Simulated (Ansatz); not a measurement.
# Ligand exchange: C3H7NO + C2H6GeO → C3H6O2 + C2H7GeN

Species: C3H7NO (propionamide) `CCC(N)=O`, singlet; C2H6GeO `C[CH2][Ge][OH]`, singlet; C3H6O2 (propionic acid) `CCC(=O)O`, singlet; C2H7GeN `C[CH2][Ge][NH2]`, singlet. The partners trade NH2 for OH: C–NH2 and Ge–OH bonds give way to C–OH and Ge–NH2.

Shapes, held fixed at every level: PBE0-D4/def2-TZVP. Flexible molecules stand in one conformer, not always the lowest. Programs: Ansatz 0.2.0. The zero-point and thermal change to 298 K, harmonic and unscaled (PBE0-D4/def2-TZVP), is +1.6 kJ/mol.

Task: Estimate ΔH(298 K) of this reaction.

Result: The highest level, CCSD(T)/def2-TZVPP, gives ΔH(298 K) = +7.5 kJ/mol; the levels span +2.1 to +13.7. The column of differences is taken from that level and isn't an error. No measured value is set beside it here. Relativity is left out for Ge. Outer-core shells of Ge are correlated in most correlated rows, in sets that cover them unevenly.

```tsv
level	kind	ΔH(298 K) (kJ/mol)	less CCSD(T)/def2-TZVPP
HF/def2-SVP	Hartree–Fock	+3.2	-4.3
r2SCAN-D4/def2-TZVPP	meta-GGA	+13.1	+5.6
BHLYP-D4/def2-TZVPP	global hybrid	+13.7	+6.2
PBE0-D4/def2-TZVPP	global hybrid	+13.0	+5.5
MP2/def2-TZVPP	perturbation theory	+9.1	+1.6
CCSD/def2-SVP	coupled cluster or CI	+2.1	-5.4
CCSD/def2-TZVPP	coupled cluster or CI	+7.6	+0.1
CCSD(T)/def2-TZVPP	coupled cluster or CI	+7.5	0.0
```
